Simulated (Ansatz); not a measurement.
InSe: stiffness from a series of strains

```xyz
4
Lattice="2.0000 1.1547 8.3167 -2.0000 1.1547 8.3167 0.0000 -2.3094 8.3167" Properties=species:S:1:pos:R:3 pbc="T T T"
In    0.0000    0.0000    0.0000
In    0.0000    0.0000    2.7994
Se    0.0000    0.0000   15.3567
Se    0.0000    0.0000   20.7085
```

Atom numbers follow the list: In1, In2, Se3, Se4.

The cell is COD entry 1534648, which may be a prediction rather than a measurement; nothing was relaxed.

Spin–orbit coupling is left out, though it moves levels of the heavy atoms by tenths of an eV or more.

The calculation used DFT, PBEsol, all-electron LAPW, scalar-relativistic in Ansatz 0.2.0.

The runs use a Γ-centred 7×7×7 k mesh, Fermi–Dirac smearing of 0.01 eV, basis error target 1 meV/atom, no spin polarisation.

The strain is applied along the Cartesian axes of the cell as listed (γ is the engineering shear, twice εxy = εyz = εzx). Fractional coordinates are held (clamped ions).

σ is the change of stress from the unstrained cell, which is at 0.26 GPa; tension is positive, so slopes are stress–strain coefficients at that pressure.

Only quantities that a quadratic follows smoothly over the whole series are listed; rougher ones are left out.

| γ | σxy (GPa) | σyz (GPa) |
| --- | --- | --- |
| -0.0300 | -1.09 | -1.15 |
| -0.0200 | -0.72 | -0.76 |
| 0.0000 | 0.00 | 0.00 |
| 0.0100 | 0.35 | 0.37 |
| 0.0200 | 0.68 | 0.73 |
| 0.0300 | 1.02 | 1.08 |

(1) Fit the series and read off the stiffness at zero strain.

(2) One run, at γ = -0.0100, is withheld. Predict its row.

Results:

(1) Least-squares fits y = p0 + p1 x + p2 x² to the rows give σxy (GPa): p1 = 35.1, p2 = -40; σyz (GPa): p1 = 37.2, p2 = -40.

(2) The fits give -0.36, -0.37; the run gave -0.35, -0.38.
